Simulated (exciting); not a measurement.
Here is an exciting (release sodium) calculation.

File run_exciting.py:

```python
import subprocess
import xml.etree.ElementTree as ET
from ase.io import read
from ase.units import Bohr

atoms = read("Pd.cif")
rmt = {'Pd': 2.3}  # bohr
tasks = """
<groundstate do="fromscratch" ngridk="11 11 3" rgkmax="8" gmaxvr="14" lmaxapw="10" lmaxmat="10" lmaxvr="8" stype="Fermi Dirac" swidth="0.00036749" nempty="30" ValenceRelativity="iora*" epsengy="1e-05" epspot="1e-05" maxscl="60" outputlevel="normal">
  <libxc exchange="XC_GGA_X_RGE2" correlation="XC_GGA_C_RGE2"/>
</groundstate>
<properties>
  <masstensor vklem="0.5 0 0" ndspem="1" deltaem="0.025"/>
  <DFTD2/>
</properties>
"""

root = ET.Element("input")
ET.SubElement(root, "title").text = "Pd"
structure = ET.SubElement(root, "structure", speciespath="./", tshift="false")
crystal = ET.SubElement(structure, "crystal", scale="1.0")
for vector in atoms.cell / Bohr:
    ET.SubElement(crystal, "basevect").text = " ".join(f"{x:.12f}" for x in vector)
symbols = atoms.get_chemical_symbols()
for element in dict.fromkeys(symbols):
    species = ET.SubElement(structure, "species", speciesfile=element + ".xml", rmt=str(rmt[element]))
    for symbol, position in zip(symbols, atoms.get_scaled_positions(wrap=False)):
        if symbol == element:
            ET.SubElement(species, "atom", coord=" ".join(f"{x:.12f}" for x in position))
root.extend(ET.fromstring("<tasks>" + tasks + "</tasks>"))
ET.indent(root)
ET.ElementTree(root).write("input.xml")
subprocess.run(["exciting_smp"], check=True)
```

Contents of Pd.cif:

```cif
data_Pd
_cell_length_a 2.79891533
_cell_length_b 2.79891533
_cell_length_c 9.23838672
_cell_angle_alpha 90.00000000
_cell_angle_beta 90.00000000
_cell_angle_gamma 120.00000000
_space_group_name_H-M_alt 'P1'
_space_group_name_Hall 'P 1'
_space_group_IT_number 1
loop_
_space_group_symop_operation_xyz
'x,y,z'
loop_
_atom_site_label
_atom_site_type_symbol
_atom_site_symmetry_multiplicity
_atom_site_Wyckoff_symbol
_atom_site_fract_x
_atom_site_fract_y
_atom_site_fract_z
_atom_site_occupancy
Pd1 Pd 1 a 0.6666666667 0.3333333333 0.7500000000 1
Pd2 Pd 1 a 0.0000000000 0.0000000000 0.5000000000 1
Pd3 Pd 1 a 0.3333333333 0.6666666667 0.2500000000 1
Pd4 Pd 1 a 0.0000000000 0.0000000000 0.0000000000 1
```

Potentials or basis: all-electron LAPW+lo, shipped species files, valence relativity iora*.

The run is started by

```sh
$ OMP_NUM_THREADS=1 python run_exciting.py
```

(1) Predict the dispersion energy per atom.

(2) Estimate the band gap on the k mesh.

Results:

(1) -0.604 eV.

(2) none (metal or under the smearing width).

Caveat: the dispersion energy is computed afterwards and isn't part of the total energy; the masses are finite differences along the axes, which mix bands that are degenerate at the k point.
